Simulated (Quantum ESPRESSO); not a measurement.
Crystal: HfN.

```
Hf N
1.0
     0.00000    2.45482    2.45482
     2.45482    0.00000    2.45482
     2.45482    2.45482    0.00000
Hf N
1 1
Cartesian
  0.0000 0.0000 0.0000
  1.2274 1.2274 1.2274
```

The cell comes from a database or a generator and needn't be the stable form of this composition.

Base run:

- Program: Quantum ESPRESSO 7.5
- Functional: PBEsol
- Potentials or basis: GBRV 1.5 PBEsol
- Cutoff: 612 eV
- Density cutoff: 4898 eV
- k mesh: 9 × 9 × 9
- Occupations: fermi-dirac, width 0.05 eV
- Spin: no spin polarisation
- Hubbard terms: Hf d U = 8 eV

Its results: band gap on the k mesh none (metal or under the smearing width); pressure 9.7 GPa.

Q: The run is repeated on the same cell with these changes: hubbard terms from Hf d U = 8 eV to Hf d U = 4 eV. What comes out?

A: Band gap on the k mesh none (metal or under the smearing width); pressure 1.6 GPa.

Caveats: U without spin polarisation on a metal has little footing.

Not every run made on this cell is shown here.
